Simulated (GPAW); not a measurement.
Ta2N, 3 atoms in the cell. Symmetry: P-3m1, No. 164, trigonal system. Conventional cell: a = 3.113 Å, b = 3.113 Å, c = 4.870 Å, α = 90.00°, β = 90.00°, γ = 120.00°. Around Ta (site symmetry 3m) lie 3 N at 2.18 Å. N (site symmetry -3m) has 6 Ta at 2.18 Å as nearest neighbours. The cell comes from a database or a generator and needn't be the stable form of this composition.

| Quantity | Value |
| --- | --- |
| Program | GPAW 26.7.0 |
| Task | phonons |
| Functional | PBE |
| Dispersion | D3(BJ) |
| Potentials or basis | GPAW PAW data sets (gpaw-data 1.2.1) |
| Cutoff | 800 eV |
| Basis | pw |
| k mesh | 8 × 8 × 5 |
| Occupations | fermi-dirac, width 0.05 eV |
| Spin | no spin polarisation |
| Maxiter | 100 |
| Convergence | density=1e-06 eigenstates=1e-09 |
| Supercell | 1 × 1 × 1 |
| Supercell k mesh | 8 × 8 × 5 |
| Displacement | 0.03 |
| Relaxed first | ions |
| Mixer | msr1 beta=0.15 |

Potentials or basis: GPAW PAW data sets (gpaw-data 1.2.1), pw.

Run with:

```sh
$ OMP_NUM_THREADS=1 python run.py
```

Hardware: 1 thread of AMD EPYC 9R45 96-Core Processor (Zen 5) (shared host).

Q: Estimate the wall time of this run.

A: It took 5.7 min on 1 thread of AMD EPYC 9R45 96-Core Processor (Zen 5), with other jobs on the host, peak memory 0.55 GiB. Counts: scf iterations 63, plane waves 2115, bands 30, k points 40.
